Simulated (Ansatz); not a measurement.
# Converging the field response of a BaS (001) film

Aim: a convergence study of the equivalent conductor thickness of a BaS (001) film, with the cost of each setting.

Calculated with Ansatz 0.2.0; plane-wave DFT, PBE, Ansatz PAW, in the first sound run; inputs show where later runs differ.

Most raw output is cut from this account.

### 1. The structure

The cell holds 10 atoms: 5 Ba and 5 S. Cell: a = 4.518 Å, b = 4.518 Å, c = 30.780 Å, α = 90.0°, β = 90.0°, γ = 90.0°. It derives from BaS (rocksalt BaS). Vacuum lies along c.

### 2. Run, setting first choice

The first choice: the default cutoff of 420 eV, a 6×6×1 mesh, 18 Å of vacuum, 0.1 V/Å and a tight threshold. Each later run changes one input against this one; other functionals and files bring their own cutoffs.

Input file input.yaml:

```yaml
crystal:
  lattice:
    - [4.51841233, 0.0, 0.0]
    - [0.0, 4.51841233, 0.0]
    - [0.0, 0.0, 30.78]
  atoms:
    - { symbol: Ba, position: [0.5, 0.5, 0.2923976608] }
    - { symbol: S, position: [0.0, 0.0, 0.2923976608] }
    - { symbol: Ba, position: [0.0, 0.0, 0.3961988304] }
    - { symbol: S, position: [0.5, 0.5, 0.3961988304] }
    - { symbol: Ba, position: [0.5, 0.5, 0.5] }
    - { symbol: S, position: [0.0, 0.0, 0.5] }
    - { symbol: Ba, position: [0.0, 0.0, 0.6038011696] }
    - { symbol: S, position: [0.5, 0.5, 0.6038011696] }
    - { symbol: Ba, position: [0.5, 0.5, 0.7076023392] }
    - { symbol: S, position: [0.0, 0.0, 0.7076023392] }
kpoints:
  mp_grid: { grid: [6, 6, 1] }
hamiltonian:
  xc: pbe
scf:
  occupations: { method: fixed }
  convergence: { dr2_threshold: 1.0e-10 }
efield:
  axis: 3
  dipole_correction: true
  ramp_position: 0.97
  ramp_width: 0.06
  amplitude: 0.1
output:
  write_potential: true
  write_density: true
  volumetric_format: npy
```

The run is started by

```bash
$ ansatz run input.yaml --threads 4 --pin off --max-ram 6144MiB --backend cpu --events-out ev --progress --plain --runs-dir out
```

Wall time 9.3 s (4 threads of Intel Xeon Platinum 8559C (Emerald Rapids), shared host); peak memory 1.2 GiB; 31 s of CPU time.

Numbers from this step:

* gap on the k-mesh: 1.991 eV
* dipole along the normal: 0.1494 e·Å
* equivalent conductor thickness p/(ε₀AE): 13.24 Å

Running mean over 3.195 Å of the planar mean, with the applied field; the ramp of the sawtooth is left out. Electron's electrostatic potential energy less the highest filled level against z:

z (Å), electron's electrostatic potential energy less the highest filled level (eV) and a bar from the least value:
```
      3.5       3.54 #########################
      4.0       3.59 ##########################
      4.5       3.64 ##########################
      5.0       3.68 ##########################
      5.5       3.70 ##########################
      6.0       3.66 ##########################
      6.5       3.34 ########################
      7.0       2.20 ####################
      7.5       0.29 ###########
      8.0      -1.42 ####
      8.5      -2.17 #
      9.0      -2.32 
      9.5      -2.32 
     10.0      -2.31 
     10.5      -2.30 
     11.0      -2.29 
     11.5      -2.29 
     12.0      -2.30 
     12.5      -2.30 
     13.0      -2.30 
     13.5      -2.30 
     14.0      -2.29 
     14.5      -2.29 
     15.0      -2.28 
     15.5      -2.27 
     16.0      -2.26 
     16.5      -2.24 
     17.0      -2.23 
     17.5      -2.22 
     18.0      -2.20 #
     18.5      -2.17 #
     19.0      -2.15 #
     19.5      -2.12 #
     20.0      -2.11 #
     20.5      -2.10 #
     21.0      -2.09 #
     21.5      -2.09 #
     22.0      -2.02 #
     22.5      -1.67 ###
     23.0      -0.43 ########
     23.5       1.54 #################
     24.0       3.27 ########################
     24.5       4.07 ############################
     25.0       4.30 #############################
     25.5       4.40 #############################
     26.0       4.46 #############################
     26.5       4.52 ##############################
     27.0       4.57 ##############################
     27.5       4.62 ##############################
```

The dipole corresponds to a conductor 13.245 Å thick.

### 3. Single point, box 30.8 Å

Edit input.yaml of step 2 so:

```diff
@@ -29,2 +29,4 @@
   amplitude: 0.1
+basis:
+  ecutwfc: "250 eV"
 output:
```

Run time: 3 s. Hardware: 4 threads; peak memory 0.75 GiB; 11 s of CPU time.

The dipole corresponds to a conductor 13.240 Å thick, -0.04 % from the first choice, at 0.37 times its CPU time.

### 4. Single point, box 30.8 Å (run 2)

Edit input.yaml of step 3 so:

```diff
@@ -30,3 +30,3 @@
 basis:
-  ecutwfc: "250 eV"
+  ecutwfc: "330 eV"
 output:
```

It took 4.8 s on 4 threads; peak memory 0.92 GiB; 18 s of CPU time.

The dipole corresponds to a conductor 13.245 Å thick, +0.00 % from the first choice, at 0.60 times its CPU time.

### 5. Run, box 30.8 Å

Edit input.yaml of step 4 so:

```diff
@@ -30,3 +30,3 @@
 basis:
-  ecutwfc: "330 eV"
+  ecutwfc: "600 eV"
 output:
```

It took 12 s on 4 threads; peak memory 1.7 GiB.

The dipole corresponds to a conductor 13.245 Å thick, +0.01 % from the first choice, at 1.6 times its CPU time.

### 6. Run, box 30.8 Å (run 2)

Edit input.yaml of step 5 so:

```diff
@@ -17,3 +17,3 @@
 kpoints:
-  mp_grid: { grid: [6, 6, 1] }
+  mp_grid: { grid: [1, 1, 1] }
 hamiltonian:
@@ -29,4 +29,2 @@
   amplitude: 0.1
-basis:
-  ecutwfc: "600 eV"
 output:
```

Elapsed: 0.98 s, on 4 threads; peak memory 0.58 GiB; 3 s of CPU time.

The dipole corresponds to a conductor 14.785 Å thick, +11.63 % from the first choice, at 0.096 times its CPU time.

### 7. Single point, box 30.8 Å (run 3)

Edit input.yaml of step 6 so:

```diff
@@ -17,3 +17,3 @@
 kpoints:
-  mp_grid: { grid: [1, 1, 1] }
+  mp_grid: { grid: [2, 2, 1] }
 hamiltonian:
```

It took 1.8 s on 4 threads; peak memory 0.95 GiB; 6.1 s of CPU time.

The dipole corresponds to a conductor 13.436 Å thick, +1.44 % from the first choice, at 0.20 times its CPU time.

### 8. Single point, box 30.8 Å (run 4)

Edit input.yaml of step 7 so:

```diff
@@ -17,3 +17,3 @@
 kpoints:
-  mp_grid: { grid: [2, 2, 1] }
+  mp_grid: { grid: [3, 3, 1] }
 hamiltonian:
```

Wall time 2.7 s (4 threads); peak memory 0.84 GiB.

The dipole corresponds to a conductor 13.264 Å thick, +0.15 % from the first choice, at 0.32 times its CPU time.

### 9. Single point, box 30.8 Å (run 5)

Edit input.yaml of step 8 so:

```diff
@@ -17,3 +17,3 @@
 kpoints:
-  mp_grid: { grid: [3, 3, 1] }
+  mp_grid: { grid: [12, 12, 1] }
 hamiltonian:
```

Run time: 21 s. Hardware: 4 threads; peak memory 1.7 GiB; 80 s of CPU time.

The dipole corresponds to a conductor 13.244 Å thick, -0.00 % from the first choice, at 2.6 times its CPU time.

### 10. Single point, box 22.8 Å

The cell differs from the one that the last finished run ended in (c 30.780 → 22.780 Å).

input.yaml, the sections that differ from step 9:

```yaml
crystal:
  lattice:
    - [4.51841233, 0.0, 0.0]
    - [0.0, 4.51841233, 0.0]
    - [0.0, 0.0, 22.78]
  atoms:
    - { symbol: Ba, position: [0.5, 0.5, 0.2194907814] }
    - { symbol: S, position: [0.0, 0.0, 0.2194907814] }
    - { symbol: Ba, position: [0.0, 0.0, 0.3597453907] }
    - { symbol: S, position: [0.5, 0.5, 0.3597453907] }
    - { symbol: Ba, position: [0.5, 0.5, 0.5] }
    - { symbol: S, position: [0.0, 0.0, 0.5] }
    - { symbol: Ba, position: [0.0, 0.0, 0.6402546093] }
    - { symbol: S, position: [0.5, 0.5, 0.6402546093] }
    - { symbol: Ba, position: [0.5, 0.5, 0.7805092186] }
    - { symbol: S, position: [0.0, 0.0, 0.7805092186] }
kpoints:
  mp_grid: { grid: [6, 6, 1] }
# hamiltonian, scf, efield, output: as in step 9
```

The job ended after 5.4 s (4 threads; peak memory 0.96 GiB).

The dipole corresponds to a conductor 13.199 Å thick, -0.35 % from the first choice, at 0.66 times its CPU time.

### 11. Single point, box 26.8 Å

The cell differs from the one that the last finished run ended in (c 22.780 → 26.780 Å).

input.yaml, the sections that differ from step 10:

```yaml
crystal:
  lattice:
    - [4.51841233, 0.0, 0.0]
    - [0.0, 4.51841233, 0.0]
    - [0.0, 0.0, 26.78]
  atoms:
    - { symbol: Ba, position: [0.5, 0.5, 0.2613890963] }
    - { symbol: S, position: [0.0, 0.0, 0.2613890963] }
    - { symbol: Ba, position: [0.0, 0.0, 0.3806945482] }
    - { symbol: S, position: [0.5, 0.5, 0.3806945482] }
    - { symbol: Ba, position: [0.5, 0.5, 0.5] }
    - { symbol: S, position: [0.0, 0.0, 0.5] }
    - { symbol: Ba, position: [0.0, 0.0, 0.6193054518] }
    - { symbol: S, position: [0.5, 0.5, 0.6193054518] }
    - { symbol: Ba, position: [0.5, 0.5, 0.7386109037] }
    - { symbol: S, position: [0.0, 0.0, 0.7386109037] }
# kpoints, hamiltonian, scf, efield, output: as in step 10
```

The job ended after 6.2 s (4 threads; peak memory 1.1 GiB).

The dipole corresponds to a conductor 13.243 Å thick, -0.01 % from the first choice, at 0.77 times its CPU time.

### 12. Run, box 38.8 Å

The cell differs from the one that the last finished run ended in (c 26.780 → 38.780 Å).

input.yaml, the sections that differ from step 11:

```yaml
crystal:
  lattice:
    - [4.51841233, 0.0, 0.0]
    - [0.0, 4.51841233, 0.0]
    - [0.0, 0.0, 38.78]
  atoms:
    - { symbol: Ba, position: [0.5, 0.5, 0.3352243424] }
    - { symbol: S, position: [0.0, 0.0, 0.3352243424] }
    - { symbol: Ba, position: [0.0, 0.0, 0.4176121712] }
    - { symbol: S, position: [0.5, 0.5, 0.4176121712] }
    - { symbol: Ba, position: [0.5, 0.5, 0.5] }
    - { symbol: S, position: [0.0, 0.0, 0.5] }
    - { symbol: Ba, position: [0.0, 0.0, 0.5823878288] }
    - { symbol: S, position: [0.5, 0.5, 0.5823878288] }
    - { symbol: Ba, position: [0.5, 0.5, 0.6647756576] }
    - { symbol: S, position: [0.0, 0.0, 0.6647756576] }
# kpoints, hamiltonian, scf, efield, output: as in step 11
```

It took 9.2 s on 4 threads; peak memory 1.4 GiB.

The dipole corresponds to a conductor 13.245 Å thick, +0.00 % from the first choice, at 1.1 times its CPU time.

### 13. Single point, box 30.8 Å (run 6)

input.yaml, the sections that differ from step 12:

```yaml
crystal:
  lattice:
    - [4.51841233, 0.0, 0.0]
    - [0.0, 4.51841233, 0.0]
    - [0.0, 0.0, 30.78]
  atoms:
    - { symbol: Ba, position: [0.5, 0.5, 0.2923976608] }
    - { symbol: S, position: [0.0, 0.0, 0.2923976608] }
    - { symbol: Ba, position: [0.0, 0.0, 0.3961988304] }
    - { symbol: S, position: [0.5, 0.5, 0.3961988304] }
    - { symbol: Ba, position: [0.5, 0.5, 0.5] }
    - { symbol: S, position: [0.0, 0.0, 0.5] }
    - { symbol: Ba, position: [0.0, 0.0, 0.6038011696] }
    - { symbol: S, position: [0.5, 0.5, 0.6038011696] }
    - { symbol: Ba, position: [0.5, 0.5, 0.7076023392] }
    - { symbol: S, position: [0.0, 0.0, 0.7076023392] }
efield:
  axis: 3
  dipole_correction: true
  ramp_position: 0.97
  ramp_width: 0.06
  amplitude: 0.005
# kpoints, hamiltonian, scf, output: as in step 12
```

Wall time 7 s (4 threads); peak memory 1.2 GiB; 27 s of CPU time.

The dipole corresponds to a conductor 13.248 Å thick, +0.02 % from the first choice, at 0.86 times its CPU time.

### 14. Run, box 30.8 Å (run 3)

Edit input.yaml of step 13 so:

```diff
@@ -28,3 +28,3 @@
   ramp_width: 0.06
-  amplitude: 0.005
+  amplitude: 0.03
 output:
```

Wall time 7.3 s (4 threads); peak memory 1.2 GiB; 28 s of CPU time.

The dipole corresponds to a conductor 13.243 Å thick, -0.02 % from the first choice, at 0.90 times its CPU time.

### 15. Run, box 30.8 Å (run 4)

Edit input.yaml of step 14 so:

```diff
@@ -28,3 +28,3 @@
   ramp_width: 0.06
-  amplitude: 0.03
+  amplitude: 0.3
 output:
```

The job ended after 7.7 s (4 threads; peak memory 1.2 GiB; 29 s of CPU time).

The dipole corresponds to a conductor 13.263 Å thick, +0.14 % from the first choice, at 0.95 times its CPU time.

### 16. Run, box 30.8 Å (run 5)

Edit input.yaml of step 15 so:

```diff
@@ -22,3 +22,3 @@
   occupations: { method: fixed }
-  convergence: { dr2_threshold: 1.0e-10 }
+  convergence: { dr2_threshold: 0.0001 }
 efield:
@@ -28,3 +28,3 @@
   ramp_width: 0.06
-  amplitude: 0.3
+  amplitude: 0.1
 output:
```

It took 6.7 s on 4 threads; peak memory 1.2 GiB; 25 s of CPU time.

The dipole corresponds to a conductor 13.265 Å thick, +0.15 % from the first choice, at 0.82 times its CPU time.

### 17. Single point, box 30.8 Å (run 7)

Edit input.yaml of step 16 so:

```diff
@@ -22,3 +22,3 @@
   occupations: { method: fixed }
-  convergence: { dr2_threshold: 0.0001 }
+  convergence: { dr2_threshold: 1.0e-06 }
 efield:
```

Elapsed: 6.5 s, on 4 threads; peak memory 1.2 GiB.

The dipole corresponds to a conductor 13.247 Å thick, +0.02 % from the first choice, at 0.81 times its CPU time.

### 18. Single point, box 30.8 Å (run 8)

Edit input.yaml of step 17 so:

```diff
@@ -22,3 +22,3 @@
   occupations: { method: fixed }
-  convergence: { dr2_threshold: 1.0e-06 }
+  convergence: { dr2_threshold: 1.0e-08 }
 efield:
```

Elapsed: 6.9 s, on 4 threads; peak memory 1.2 GiB; 26 s of CPU time.

The dipole corresponds to a conductor 13.244 Å thick, -0.00 % from the first choice, at 0.85 times its CPU time.

### 19. Single point, box 30.8 Å (run 9)

This step: plane-wave DFT, LDA, Ansatz PAW (Ansatz 0.2.0).

Edit input.yaml of step 18 so:

```diff
@@ -19,6 +19,6 @@
 hamiltonian:
-  xc: pbe
+  xc: lda
 scf:
   occupations: { method: fixed }
-  convergence: { dr2_threshold: 1.0e-08 }
+  convergence: { dr2_threshold: 1.0e-10 }
 efield:
```

The job ended after 6.8 s (4 threads; peak memory 1.1 GiB; 26 s of CPU time).

The dipole corresponds to a conductor 13.342 Å thick, +0.74 % from the first choice, at 0.84 times its CPU time.

### 20. Single point, box 30.8 Å (run 10)

This step: plane-wave DFT, r2SCAN, Ansatz PAW (Ansatz 0.2.0).

Edit input.yaml of step 19 so:

```diff
@@ -19,3 +19,3 @@
 hamiltonian:
-  xc: lda
+  xc: r2scan
 scf:
```

Run time: 15 s. Hardware: 4 threads; peak memory 2.2 GiB.

The dipole corresponds to a conductor 12.944 Å thick, -2.27 % from the first choice, at 1.9 times its CPU time.

### 21. Run, box 30.8 Å (run 6)

This step: plane-wave DFT, PBE, norm-conserving (Ansatz 0.2.0).

Edit input.yaml of step 20 so:

```diff
@@ -19,3 +19,4 @@
 hamiltonian:
-  xc: r2scan
+  xc: pbe
+  pseudopotentials: { kind: nc }
 scf:
```

It took 19 s on 4 threads; peak memory 2.2 GiB; 73 s of CPU time.

The dipole corresponds to a conductor 13.244 Å thick, -0.00 % from the first choice, at 2.4 times its CPU time.

### 22. Single point, box 30.8 Å (run 11)

This step: plane-wave DFT, PBE, JTH PAW (Ansatz 0.2.0).

Edit input.yaml of step 21 so:

```diff
@@ -20,3 +20,3 @@
   xc: pbe
-  pseudopotentials: { kind: nc }
+  pseudopotentials: { kind: paw, source: jth }
 scf:
```

Elapsed: 17 s, on 4 threads; peak memory 2.3 GiB; 66 s of CPU time.

The dipole corresponds to a conductor 13.303 Å thick, +0.44 % from the first choice, at 2.1 times its CPU time.

### 23. The series together

Times are for 4 threads of Intel Xeon Platinum 8559C (Emerald Rapids), shared host. The runs compared:

```tsv
no.	setting	equivalent conductor thickness p/(ε₀AE) (Å)	time	memory (GiB)
1	first choice	13.24	9.3 s	1.2
2	cutoff 250 eV	13.24	3 s	0.75
3	cutoff 330 eV	13.24	4.8 s	0.92
4	cutoff 600 eV	13.25	12 s	1.7
5	mesh 1x1	14.79	0.98 s	0.58
6	mesh 2x2	13.44	1.8 s	0.95
7	mesh 3x3	13.26	2.7 s	0.84
8	mesh 12x12	13.24	21 s	1.7
9	vacuum 10 Å	13.20	5.4 s	0.96
10	vacuum 14 Å	13.24	6.2 s	1.1
11	vacuum 26 Å	13.25	9.2 s	1.4
12	field 0.005 V/Å	13.25	7 s	1.2
13	field 0.03 V/Å	13.24	7.3 s	1.2
14	field 0.3 V/Å	13.26	7.7 s	1.2
15	SCF threshold 1e-04 eV	13.26	6.7 s	1.2
16	SCF threshold 1e-06 eV	13.25	6.5 s	1.2
17	SCF threshold 1e-08 eV	13.24	6.9 s	1.2
18	LDA, Ansatz PAW (420 eV)	13.34	6.8 s	1.1
19	r2SCAN, Ansatz PAW (500 eV)	12.94	15 s	2.2
20	PBE, norm-conserving (770 eV)	13.24	19 s	2.2
21	PBE, JTH PAW (780 eV)	13.30	17 s	2.3
```

### 24. Results

```json
{"equivalent conductor thickness, first choice": "13.24 Å", "equivalent conductor thickness, cutoff 600 eV": "13.25 Å", "equivalent conductor thickness, mesh 1x1": "14.79 Å", "equivalent conductor thickness, mesh 2x2": "13.44 Å", "equivalent conductor thickness, vacuum 26 Å": "13.25 Å", "equivalent conductor thickness, LDA, Ansatz PAW (420 eV)": "13.34 Å", "equivalent conductor thickness, r2SCAN, Ansatz PAW (500 eV)": "12.94 Å"}
```

**Reading.** The first choice gives 13.24 Å. Numerical settings off by more than 1 % against it: mesh 1x1 (+11.6 %) and mesh 2x2 (+1.4 %). The cheapest single change that stays within 0.5 % is mesh 3x3, at 32 % of the CPU time. Functionals and files move it by +0.7 % (LDA, Ansatz PAW (420 eV)), -2.3 % (r2SCAN, Ansatz PAW (500 eV)), under 0.1 % (PBE, norm-conserving (770 eV)) and +0.4 % (PBE, JTH PAW (780 eV)). The film is symmetric and its atoms are held, so the dipole is the electronic response to the field alone. Times of a few seconds on a shared host rank the settings only roughly. In 1 run of the series (vacuum 10 Å) the program warns that electrons reach the sawtooth's ramp, which makes dipole and work function less sure.

[Logs are printed without paths, hosts, clocks, repeated set-up lines and the standing remarks that a program may print on its own settings, such as how far it seeks lower states.]

[Hosts, paths, dates, database ids (printed as entryN), source tags and the programs' standing remarks are cut or masked in the printed files.]

[Maps of the electrostatic potential energy from Ansatz leave out the sawtooth potential of an applied field or a dipole correction, so their vacuum need not be flat; planar profiles and work functions include it.]
